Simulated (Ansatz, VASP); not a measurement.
MgO in VASP and in Ansatz

```
Mg O
1.0
     3.25443    0.00000    0.00000
    -1.62721    2.81842    0.00000
     0.00000    0.00000    5.14762
Mg O
2 2
Direct
  0.33333 0.66667 0.00216
  0.66667 0.33333 0.50216
  0.33333 0.66667 0.40244
  0.66667 0.33333 0.90244
```

Alike in both runs: task single point; functional LDA; k mesh 9 × 9 × 6; occupations gaussian, width 0.05 eV; no spin polarisation.

```csv
,VASP,Ansatz
version,VASP 6.6.1,Ansatz 0.2.0
potentials or method,"VASP PAW LDA potentials, release 64 (Mg, O)","scalar-relativistic, plane waves, PAW"
plane-wave cutoff (eV),520,420
valence electrons in the cell,16,32
```

```csv
,VASP,Ansatz,Ansatz less VASP
gap on the k mesh at the Fermi level (eV),3.44,3.44,+0.001
least direct gap on the mesh (eV),3.44,3.44,+0.001
pressure (GPa),-4.3,-3.2,+1.06
largest component of the traceless stress (GPa),5.38,5.34,-0.034
rms of the force components (eV/Å),0.259,0.247,-0.0127
```

Atom by atom the forces differ by 0.013 eV/Å (rms over components). The two sets of potentials don't hold the same shells in valence.

Caveats: an odd mesh through Γ misses points on the zone boundary, where band edges often lie. LDA gaps usually lie below the measured ones, often by a third to a half.
